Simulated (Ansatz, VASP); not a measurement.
# One calculation of WC, two programs

The input INCAR:

```
PREC = Accurate
ENCUT = 520
EDIFF = 1E-6
ISMEAR = 0
SIGMA = 0.1
LREAL = False
LASPH = True
NELM = 100
ALGO = Normal
ISIF = 2
LWAVE = False
LCHARG = True
LDIPOL = True
IDIPOL = 3
DIPOL = 0.5 0.5 0.500
GGA = PE
LELF = True
LVHAR = True
LVACPOTAV = True
NBANDS = 16
```

File KPOINTS:

```
regular mesh
0
Gamma
  12 12 1
```

Contents of POSCAR:

```
WC
1.0
    2.8470769657      0.0000000000      0.0000000000
    0.0000000000      2.9217712149      0.0000000000
    0.0000000000      0.0000000000     16.6868853974
W C
1 1
Direct
    0.0000000000      0.5000000000      0.4494547557
    0.5000000000      0.5000000000      0.5505452443
```

Input for Ansatz:

```yaml
crystal:
  lattice:
    - [2.8470769657, 0.0, 0.0]
    - [0.0, 2.9217712149, 0.0]
    - [0.0, 0.0, 16.6868853974]
  atoms:
    - { symbol: W, position: [0.0, 0.5, 0.4494547557] }
    - { symbol: C, position: [0.5, 0.5, 0.5505452443] }
basis:
  ecutwfc: 420
kpoints:
  mp_grid: { grid: [12, 12, 1] }
hamiltonian:
  xc: pbe
scf:
  occupations: { method: gaussian, width: 0.1 }
  max_iter: 89
output:
  forces: true
  stress: true
  eigenvalues: true
  write_density: true
  write_potential: true
  elf: true
  volumetric_format: npy
efield:
  axis: 3
  dipole_correction: true
  ramp_width: 0.04
```

Alike in both runs: task single point; functional PBE; k mesh 12 × 12 × 1; occupations gaussian, width 0.1 eV; no spin polarisation.

```csv
,VASP,Ansatz
version,VASP 6.6.1,Ansatz 0.2.0
potentials or method,"VASP PAW PBE potentials, release 64 (W_sv, C)","scalar-relativistic, plane waves, PAW"
plane-wave cutoff (eV),520,420
valence electrons in the cell,18,18
```

VASP gave:

- gap on the k mesh at the Fermi level (eV): none
- rms of the force components (eV/Å): 2.852
- work function, face that differs most (eV): 6.55

Task: Estimate Ansatz's values.

Result: gap on the k mesh at the Fermi level (eV): none; rms of the force components (eV/Å): 2.869; work function, face that differs most (eV): 6.55.

Atom by atom the forces differ by 0.018 eV/Å (rms over components). A gap of «none» marks a metal or a gap that the smearing closes. With one functional, cell and mesh, what is left measures potentials, basis and numerics. Ansatz warned: «xc_potential_rough_in_thin_density».

Spin-orbit coupling is left out, which matters for the levels of W.
